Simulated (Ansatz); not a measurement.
# CuO (P1) in Ansatz: further runs, part 3 of 3

Ansatz 0.2.0. The steps go on from the part before.

### Step 5. Relaxation of cell and atoms, BLYP+D3(BJ)

File input.yaml:

```yaml
crystal:
  lattice:
    - [2.34185, -1.7113, 0.0]
    - [-1.49182, -1.7113, -5.05787]
    - [2.34185, 5.1339, 0.0]
  atoms:
    - { symbol: Cu, position: [0.32132716, 0.95657656, 0.29054178] }
    - { symbol: Cu, position: [0.67867284, 0.04342344, 0.70945822] }
    - { symbol: Cu, position: [0.3225567, 0.52186451, 0.68364633] }
    - { symbol: Cu, position: [0.6774433, 0.47813549, 0.31635367] }
    - { symbol: O, position: [0.41767164, 0.70732048, 0.00989985] }
    - { symbol: O, position: [0.41392836, 0.79267952, 0.65850015] }
    - { symbol: O, position: [0.22493959, 0.34816805, 0.07342398] }
    - { symbol: O, position: [0.94346041, 0.15183195, 0.25817602] }
hamiltonian:
  xc: blyp
  pseudopotentials: { kind: paw }
  dispersion: d3bj
kpoints:
  mp_grid: { grid: [9, 5, 5] }
scf:
  occupations: { method: fermi_dirac, width: 0.05 }
output:
  forces: true
  stress: true
  eigenvalues: true
relax:
  f_tol: 0.01
  max_steps: 40
  cell: { stress_tol: 0.05 }
```

Potentials or basis: Ansatz PAW.

Launch:

```sh
> ansatz run input.yaml --threads 4 --pin off --max-ram 11264MiB --backend cpu --events-out ev --progress --plain --runs-dir out
```

What it wrote:

```text
Warning: RAYON_NUM_THREADS=4 ignored (pool sized by the plan → 4); use --threads N
Engine: ansatz 0.2.0, x86_64-unknown-linux-gnu
Pseudopotentials: kind: paw
Pseudopotential: Cu, paw, valence charge 19, recommended cutoff 420 eV (normal), Cu.paw.azcp
Pseudopotential: O, paw, valence charge 6, recommended cutoff 420 eV (normal), O.paw.azcp
Functional definition: BLYP
  parameter beta = 0.0042
  parameter a = 0.04918
  parameter b = 0.132
  parameter c = 0.2533
  parameter d = 0.349
  exchange = b88_x(beta = beta)
  correlation = lyp_c(a = a, b = b, c = c, d = d)
Crystal: 8 atoms, lattice volume = 81.080 Å³
Basis set: ecut = 420 eV, 1587 PW (Γ), exchange–correlation on 40×80×80 points (8 copies of the dense FFT grid, shifted against one another)
Bands: 60, of which v1, the nominal top of the filled ones, is band 50 counted from 1 (49 counted from 0)
Symmetry: 1 space group operations
Space group: P1 (ITA 1), of the structure as read, at distance tolerance 4.3e-5 Å
k-points: 113 of 225 (time reversal used)
Non-local potential: Cu, projectors of the file, l = 0: 3, l = 1: 2, l = 2: 3, l = 3: 1
Non-local potential: O, projectors of the file, l = 0: 2, l = 1: 2, l = 2: 1
PAW form: soft (Blöchl's): semilocal exchange-correlation on the pseudo side does not see the compensation charge
PAW frozen core: Cu, regenerated for the run's functional, and the local potential with it (the file was generated under x = pbe(κ = 0.804, μ = 0.2195149727645171), c = pbe(β = 0.06672455060314922))
PAW frozen core: O, regenerated for the run's functional, and the local potential with it (the file was generated under x = pbe(κ = 0.804, μ = 0.2195149727645171), c = pbe(β = 0.06672455060314922))
PAW one-centre angular grid: Cu, 590 points (default); XC on 64 Gauss nodes
PAW one-centre angular grid: O, 110 points (default); XC on 64 Gauss nodes
Initial density: superposition of atomic densities (neutral atoms: chi_scale 0, normalization atom), corrected by the library's trained network
Initial wavefunctions: pseudopotential atomic-orbital guess
Functional: x = b88, c = lyp
SCF iter   1: F=—  HF=-28802.365372 eV  |F-HF|=—  |Δ(HF+E_count)|=         —  Δρ=2.93e-2  dr2=5.05e-1  ethr=1.77e-3  ⟨swp⟩=5.8  Hψ=25022  notcnv=0  defer=9
preconditioner: auto → LDOS  [metal: Δε(μ)=0.007 eV  Ē_g=11.208 eV  σ=0.050 eV  W_gap=0.03  n_scr=34 (ndim 8)  ℏωp=34.0 eV  f_vac=0.027  D(μ)=4.73/eV (n_scr^D=48)  β→1.0]
SCF iter   2: F=—  HF=-28802.309787 eV  |F-HF|=—  |Δ(HF+E_count)|=   5.56e-2  Δρ=2.05e-2  dr2=1.95e-1  ethr=5.05e-4  ⟨swp⟩=2.0  Hψ=12471  notcnv=0  defer=302
SCF iter   3: F=—  HF=-28802.282473 eV  |F-HF|=—  |Δ(HF+E_count)|=   2.73e-2  Δρ=1.26e-2  dr2=8.13e-2  ethr=1.95e-4  ⟨swp⟩=2.2  Hψ=12927  notcnv=0  defer=302
[... 554 lines left out ...]
basis re-selected at this cell: Δ(F+E_penalty+E_count) = -1.772e-4 eV, ΔP = +0.001 GPa vs the last step (what re-selecting the basis moved, of the pressure what is left beyond the Pulay correction that the steps carried, after the strain that the cell walked since its last selection, with what the two solves' SCF thresholds leave and, on support functions, any second-order correction that the steps lacked; it is no measure of the basis error at this ecutwfc). This SCF's stress stands 3.29e-2 GPa from its target on what of the cell is left free (relax.cell.stress_tol is 5.00e-2 GPa) and its largest allowed force component is 4.81e-4 eV/Å (relax.f_tol is 1.00e-2 eV/Å): within both
SCF converged after 7 iterations
Free energy (F): -28813.593228 eV
Harris-Foulkes:  -28813.593228 eV  (|F-HF|=2.18e-11)
Internal energy: -28813.555174 eV  (E = F + TS)
E sigma→0 (E₀):  -28813.574201 eV
Entropy (-TS):   -0.038054 eV (-4.757 meV/atom)
Fermi energy:    11.319278 eV
--- Per-component energies (eV) ---
  E_band       = -1788.511447
  E_kinetic    = 1887.891488
  E_local      = -20044.833033  (includes V_loc(G=0)·N_el)
  E_nonlocal   = 1729.087348
  E_hartree    = 8691.061085
  E_xc         = -641.132054
  E_vxc        = -820.327626  (∫ρ·V_xc dr)
  E_paw        = -7327.015071  (= ΣΔE_a)
  E_vpaw       = -1922.463114  (= ΣTr[D̂ρ^β])
  E_aug_tail   = 0.011006  (compensation charges beyond the density's cutoff)
  E_ewald      = -13104.013643
  E_disp       = -4.625194  (pairwise vdW)
  E_core_change = 0.012895  (= ΣΔE_core)
  E_smearing   = -0.038054  (= −TS)
  E_closure    = -0.000000  (closes the sum)
  Σ components = -28813.593228   (vs F -28813.593228, Δ=0.00e0)
--- Forces (eV/Å), atoms counted from 1 ---
  atom   1  Cu     0.00001633    -0.00000305     0.00007835
  atom   2  Cu     0.00004052    -0.00003277    -0.00017836
  atom   3  Cu     0.00010216     0.00032729     0.00014079
  atom   4  Cu    -0.00015743    -0.00013242    -0.00007896
  atom   5  O     -0.00013402     0.00048089     0.00030188
  atom   6  O     -0.00016354    -0.00009795     0.00006256
  atom   7  O      0.00016686    -0.00016464    -0.00024125
  atom   8  O      0.00012910    -0.00037723    -0.00008500
  max |Σ_I F_I| component: 1.15e-7 eV/Å
--- Stress (GPa, compression-positive) ---
       -0.022347       0.000569      -0.008711
        0.000569       0.030552      -0.008737
       -0.008711      -0.008737      -0.002016
  P = ⅓ Tr σ = 0.0021 GPa (0.021 kbar)
--- Band table (eV; the first three rows and the last of 113) ---
  k-point 0: bands = ["-101.3211", "-101.3151", "-101.3095", "-100.5370", "-59.0441", "-59.0213", "-58.9866", "-58.9701", "-58.9373", "-58.8409", "-58.5439", "-58.3123", "-58.2997", "-58.2195", "-57.9978", "-57.8105", "-8.2869", "-7.1301", "-7.0840", "-6.8276", "3.3829", "4.5727", "5.1059", "5.8624", "6.0182", "6.0334", "6.6258", "6.7394", "7.5953", "8.0367", "8.0917", "8.4003", "8.4526", "8.4881", "8.6174", "8.6457", "8.6931", "8.7653", "8.7846", "8.8370", "8.9256", "8.9967", "9.1465", "9.1819", "9.4935", "9.6132", "9.8095", "9.8307", "10.9762", "11.8529", "11.9500", "11.9766", "13.4958", "15.5369", "17.8385", "18.6313", "19.6892", "19.7068", "19.9623", "24.3234"]
  k-point 1: bands = ["-101.3211", "-101.3151", "-101.3096", "-100.5370", "-59.0422", "-59.0229", "-58.9862", "-58.9708", "-58.9373", "-58.8409", "-58.5437", "-58.3120", "-58.3000", "-58.2195", "-57.9979", "-57.8105", "-8.2073", "-7.2849", "-7.0071", "-6.8557", "3.5593", "4.8054", "5.0008", "5.8378", "5.9375", "6.0875", "6.5347", "6.9015", "7.2540", "7.7904", "8.0767", "8.1206", "8.2134", "8.5613", "8.6544", "8.6920", "8.7418", "8.8226", "8.8447", "8.8955", "9.0204", "9.0546", "9.2797", "9.4086", "9.5886", "9.6504", "9.7421", "9.9478", "10.7263", "11.5926", "11.7795", "11.9190", "13.8884", "15.6775", "17.7482", "18.7541", "19.1880", "20.1104", "20.8491", "23.7639"]
  k-point 2: bands = ["-101.3210", "-101.3151", "-101.3096", "-100.5370", "-59.0380", "-59.0265", "-58.9856", "-58.9721", "-58.9373", "-58.8409", "-58.5435", "-58.3115", "-58.3005", "-58.2195", "-57.9982", "-57.8105", "-8.0215", "-7.5142", "-6.9611", "-6.9005", "3.9741", "4.7346", "5.4502", "5.6887", "5.8840", "5.9107", "6.4117", "6.8453", "7.2345", "7.4300", "7.6542", "7.8113", "8.3565", "8.6624", "8.6961", "8.7325", "8.7922", "8.8287", "8.9591", "9.0449", "9.1375", "9.2193", "9.3819", "9.4363", "9.5706", "9.5945", "9.8380", "10.0327", "10.5983", "11.1945", "11.4736", "11.8189", "14.8200", "15.5708", "17.5505", "18.1465", "19.9813", "21.2483", "21.5762", "23.0804"]
  k-point 112: bands = ["-101.3207", "-101.3146", "-101.3092", "-100.5366", "-59.0427", "-59.0253", "-58.9858", "-58.9708", "-58.9451", "-58.8413", "-58.5431", "-58.3171", "-58.3052", "-58.2192", "-57.9974", "-57.8178", "-7.5589", "-7.0532", "-6.8403", "-6.6596", "4.3487", "4.7955", "5.1384", "5.3597", "5.5912", "5.8865", "6.0141", "6.2864", "6.6162", "6.8974", "6.9919", "7.4255", "8.2657", "8.5449", "8.5869", "8.7167", "8.8479", "8.8562", "9.1527", "9.1667", "9.2764", "9.4481", "9.4687", "9.6568", "9.8008", "9.9218", "10.3233", "10.3977", "10.7146", "10.8574", "11.3069", "11.7057", "15.8442", "16.3129", "17.2829", "18.6420", "18.8695", "19.9575", "20.4706", "22.3838"]
--- Relaxed structure (29 steps of the walk, 26 accepted, 6 SCFs on fresh bases) ---
  F+E_penalty+E_count = -28813.59322826 eV   max|allowed force component| = 4.809e-4 eV/Å   (the final SCF, on the basis selected at the relaxed cell)
  cell:  # Å, volume = 86.0331 Å³
    - [2.0867236455333344, -2.1213097424590943, 0.19544116783029095]
    - [-1.557897648110579, -1.856499667553716, -5.482248026577864]
    - [1.749225423048594, 5.9020755416845985, 0.09286417115991016]
  atoms:
    - { symbol: Cu, position: [0.25000146448050875, 1.0000023877845992, 0.2500007900840433] }
    - { symbol: Cu, position: [0.7499969419488917, -2.84745275332815e-6, 0.7499987444784529] }
    - { symbol: Cu, position: [0.25000125887034785, 0.500001171138542, 0.749999690018084] }
    - { symbol: Cu, position: [0.7499999738896611, 0.4999994440788175, 0.25000012767495927] }
    - { symbol: O, position: [0.6354796916893686, 0.7634136571106127, 0.1316992113145347] }
    - { symbol: O, position: [0.43339051121083993, 0.6705157554583657, 0.584999123255532] }
    - { symbol: O, position: [0.06660669227048825, 0.3294802362010432, -0.08499935180988824] }
    - { symbol: O, position: [0.8645234656398947, 0.23659019568077141, 0.36830166498428174] }
```

Run time: 5.3 min. Hardware: 4 threads of Intel Xeon 6975P-C (Granite Rapids), shared host; peak memory 0.78 GiB.

What came out:

- Free energy: -28813.5932 eV
- Relaxed volume: 10.75 Å³/atom
- Relaxed cell: a = 2.982 Å, b = 5.994 Å, c = 6.157 Å, α = 112.62°, β = 118.83°, γ = 91.23°
- Space group after relaxing (to 0.05 Å): C2/m (No. 12)
- Energy gained by relaxing: 1416.5 meV/atom
- Ionic steps: 32
- Pressure after relaxing: 0.0 GPa
- Band gap on the k mesh: none (metal or under the smearing width)

Step by step:
```tsv
step	energy change (eV)	largest force (eV/Å)	volume (Å³)
1	0.0000	16.4668	81.08
2	-3.6063	8.1759	87.49
3	-6.4019	2.1030	90.38
4	-7.5765	1.5761	90.83
5	-8.5264	1.3816	90.94
6	-9.4276	1.6425	89.72
7	-10.1798	1.3299	88.31
8	-10.9297	0.9083	83.33
9	-11.1167	0.1268	84.24
10	-11.1267	0.0335	83.91
11	-11.1271	0.0141	83.96
12	-11.1271	0.0049	83.96
13	-11.1807	0.0066	83.96
14	-11.2092	0.1156	83.68
15	-11.2189	0.1011	84.74
16	-11.2340	0.0712	84.98
17	-11.2400	0.0368	85.19
18	-11.2403	0.0031	85.19
19	-11.2892	0.0068	85.19
20	-11.3091	0.0200	85.49
21	-11.3111	0.0118	85.94
22	-11.3117	0.0016	85.85
23	-11.3243	0.0018	85.85
24	-11.3282	0.0049	85.98
25	-11.3283	0.0025	85.99
26	-11.3283	0.0005	86.00
27	-11.3307	0.0006	86.00
28	-11.3314	0.0085	86.01
29	-11.3317	0.0085	86.01
30	-11.3317	0.0234	86.05
31	-11.3318	0.0005	86.03
32	-11.3319	0.0006	86.03
```

Final structure:
```
Cu O
1.0
     2.08672   -2.12131    0.19544
    -1.55790   -1.85650   -5.48225
     1.74923    5.90208    0.09286
Cu O
4 4
Direct
  0.25000 0.00000 0.25000
  0.75000 0.00000 0.75000
  0.25000 0.50000 0.75000
  0.75000 0.50000 0.25000
  0.63548 0.76341 0.13170
  0.43339 0.67052 0.58500
  0.06661 0.32948 0.91500
  0.86452 0.23659 0.36830
```

Levels at points of the mesh, in eV from the Fermi level:
```csv
k point,band 46,band 47,band 48,band 49,band 50,band 51,band 52,band 53,band 54,band 55
"(0.00, 0.00, 0.00)",-1.71,-1.51,-1.49,-0.34,0.53,0.63,0.66,2.18,4.22,6.52
```

Caveat: the plane-wave basis is chosen anew once the cell has moved, so the energies of steps on either side of that aren't comparable; the pressure holds a Pulay correction of +0.8 GPa for the finite cutoff; the run has no spin polarisation, though such a crystal can be magnetic; semilocal functionals often make such compounds metallic where correlation or magnetic order opens a gap, which also shifts bond lengths; pairwise dispersion overbinds metals, which lowers pressure and volume; the PAW data sets come from PBE, with cores solved anew for the run's functional, which leaves a small shift of forces and pressure. With open d or f shells a metallic result of BLYP can be an artefact of self-interaction; +U or a hybrid may open a gap.

### Step 6. Single point, PBE

input.yaml, as its differences from that of step 5:

```diff
@@ -15,7 +15,6 @@
 hamiltonian:
-  xc: blyp
+  xc: pbe
   pseudopotentials: { kind: paw }
-  dispersion: d3bj
 kpoints:
-  mp_grid: { grid: [9, 5, 5] }
+  mp_grid: { grid: [5, 3, 3] }
 scf:
@@ -26,5 +25,5 @@
   eigenvalues: true
-relax:
-  f_tol: 0.01
-  max_steps: 40
-  cell: { stress_tol: 0.05 }
+  write_density: true
+  write_potential: true
+  elf: true
+  volumetric_format: npy
```

Potentials or basis: Ansatz PAW.

Launch:

```sh
> ansatz run input.yaml --threads 4 --pin off --max-ram 11264MiB --backend cpu --events-out ev --progress --plain --runs-dir out
```

Run time: 2.8 s. Hardware: 4 threads of Intel Xeon 6975P-C (Granite Rapids), shared host; peak memory 0.47 GiB.

The run converged. Its results:

```
Free energy            : -28753.4330 eV
Pressure               : 55.8 GPa
Largest force          : 16.314 eV/Å
Band gap on the k mesh : none (metal or under the smearing width)
```

Forces in eV/Å, atoms in the order of the input:
```
Cu    3.464  -0.625   2.639
Cu    5.377  -5.327 -14.452
Cu    0.498   2.280   8.416
Cu    5.130  -0.093  -3.002
O     1.977   2.080   0.712
O    -5.704   1.540   6.500
O    -6.861  -1.689   2.610
O    -3.882   1.834  -3.422
```

Stress tensor (GPa, compression positive):
```
47.66  3.11 -2.55
 3.11 40.41 21.40
-2.55 21.40 79.47
```

Levels at points of the mesh, in eV from the Fermi level:
```csv
k point,band 46,band 47,band 48,band 49,band 50,band 51,band 52,band 53,band 54,band 55
"(0.00, 0.00, 0.00)",-0.77,-0.58,-0.39,-0.28,0.02,0.22,0.37,0.65,4.17,4.60
```

Caveat: the k mesh is coarse (spacing up to 0.45 Å⁻¹), so the values aren't converged; a pressure of tens of GPa on the cell as given is suspect, and the run, the potentials or the cell itself is likely at fault; the pressure holds a Pulay correction of +0.7 GPa for the finite cutoff; the run has no spin polarisation, though such a crystal can be magnetic; semilocal functionals often make such compounds metallic where correlation or magnetic order opens a gap, which also shifts bond lengths; forces of over 1 eV/Å show positions far from the minimum, so gaps and moduli don't describe the material at rest. With open d or f shells a metallic result of PBE can be an artefact of self-interaction; +U or a hybrid may open a gap.

### Step 7. Summary

| task | level | U | cell | k mesh | cutoff (eV) | hubbard projectors | double counting | mesh quality | gap on the mesh (eV) | pressure (GPa) | relaxed volume (Å³/atom) | largest force (eV/Å) |
| --- | --- | --- | --- | --- | --- | --- | --- | --- | --- | --- | --- | --- |
| single point | PBE | - | as given | 9 × 5 × 5 | 250 | - | - | not flagged | none | 59.2 | - | 16.09 |
| single point | PBE | - | as given | 13 × 7 × 7 | 420 | - | - | not flagged | none | 55.8 | - | 16.29 |
| relaxation of cell and atoms | PBEsol+U | Cu d U = 4.5 eV | relaxed | 9 × 5 × 5 | 420 | ortho-atomic (the default) | fll (the default) | not flagged | none | 0.0 | 11.39 | - |
| relaxation of cell and atoms | BLYP+D3(BJ) | - | relaxed | 9 × 5 × 5 | 420 | - | - | not flagged | none | 0.0 | 10.75 | - |
| single point | PBE | - | as given | 5 × 3 × 3 | 420 | - | - | coarse | none | 55.8 | - | 16.31 |

Alike in all rows: potentials or basis Ansatz PAW; no spin polarisation; smearing fermi-dirac 0.05 eV.

Caveats: some runs use coarse meshes; the run has no spin polarisation, though such a crystal can be magnetic; semilocal functionals often make such compounds metallic where correlation or magnetic order opens a gap, which also shifts bond lengths (some runs); a pressure of tens of GPa on the cell as given is suspect, and the run, the potentials or the cell itself is likely at fault (some runs); forces of over 1 eV/Å show positions far from the minimum, so gaps and moduli don't describe the material at rest (some runs); the plane-wave basis is chosen anew once the cell has moved, so the energies of steps on either side of that aren't comparable (some runs); the PAW data sets come from PBE, with cores solved anew for the run's functional, which leaves a small shift of forces and pressure (some runs); the pressure holds a Pulay correction of +196.0 GPa for the finite cutoff (some runs).

Absolute energies hang on the potentials; compare differences alone.
